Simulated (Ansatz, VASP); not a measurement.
## AlN: VASP beside Ansatz

```
Al N
1.0
     3.12989    0.00000    0.00000
    -1.56494    2.71056    0.00000
     0.00000    0.00000    5.11730
Al N
2 2
Direct
  0.33333 0.66667 0.00341
  0.66667 0.33333 0.50341
  0.33333 0.66667 0.38159
  0.66667 0.33333 0.88159
```

Change from the starting cell: engineering shear strain xz +0.0000, normal strain along z +0.0200.

Alike in both runs: functional PBE; k mesh 9 × 9 × 6; occupations gaussian, width 0.05 eV; no spin polarisation.

Ansatz relaxed the structure, and its values are those at the end. VASP's run is a single point on that final structure, the one shown.

|  | VASP | Ansatz |
| --- | --- | --- |
| version | VASP 6.6.1 | Ansatz 0.2.0 |
| potentials or method | VASP PAW PBE potentials, release 64 (Al, N) | scalar-relativistic, plane waves, PAW |
| plane-wave cutoff (eV) | 520 | 520 |
| valence electrons in the cell | 16 | 16 |

|  | VASP | Ansatz | Ansatz less VASP |
| --- | --- | --- | --- |
| gap on the k mesh at the Fermi level (eV) | 3.96 | 3.96 | -0.007 |
| least direct gap on the mesh (eV) | 3.96 | 3.96 | -0.007 |
| pressure (GPa) | -3.7 | -3.5 | +0.18 |
| rms of the force components (eV/Å) | 0.003 | 0.004 | +0.0002 |

The functional is the same, so the differences come from potentials, cutoffs and numerics. Ansatz warned: «stress_scf_threshold_loose».
